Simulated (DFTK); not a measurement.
Sn under changes of volume

One of the cells (33.803 Å³/atom); the others are scaled copies at fixed shape and fractional positions:

```
Sn
1.0
     0.00000    3.23334    3.23334
     3.23334    0.00000    3.23334
     3.23334    3.23334    0.00000
Sn
2
Cartesian
  4.8500 4.8500 4.8500
  3.2333 3.2333 3.2333
```

This isn't the form of Sn at room conditions, which is tetragonal (white tin).

```yaml
Program: DFTK 0.8.2
Functional: r2SCAN
Potentials_or_basis: cp2k.nc.sr.pbe.v0_1.largecore.gth (PBE, GTH)
Cutoff: 952 eV
k_mesh: 5 × 5 × 5
Occupations: fermi-dirac, width 0.05 eV
Spin: no spin polarisation
```

| volume (Å³/atom) | energy over the lowest point (meV/atom) | pressure (GPa) |
| --- | --- | --- |
| 31.775 | 91.60 | 7.0 |
| 32.451 | 64.61 | 5.8 |
| 33.127 | 42.83 | 4.6 |
| 33.803 | ? | ? |
| 34.479 | 13.56 | 2.5 |
| 35.155 | 5.03 | 1.6 |
| 35.831 | 0.00 | 0.8 |

What does the run at 33.803 Å³/atom give?

Energy over the lowest point 26.00 meV/atom; pressure 3.5 GPa.

Worked out: A Birch-Murnaghan fit of order 3 (a polynomial in V^(-2/3)) to the other rows has its minimum at 36.58 Å³/atom, just outside them, with B0 = V·E''(V) = 37 GPa and B' = 4.5. It gives 26.04 meV/atom at 33.803 Å³/atom, against the run's 26.00, and -dE/dV = 3.5 GPa, against 3.5.

Energies are extrapolated to zero smearing.

Caveats: the minimum lies outside the volumes run; GTH potentials come without recommended cutoffs, and this one wasn't checked for convergence; the potentials were made for another functional, which shifts forces and pressure.
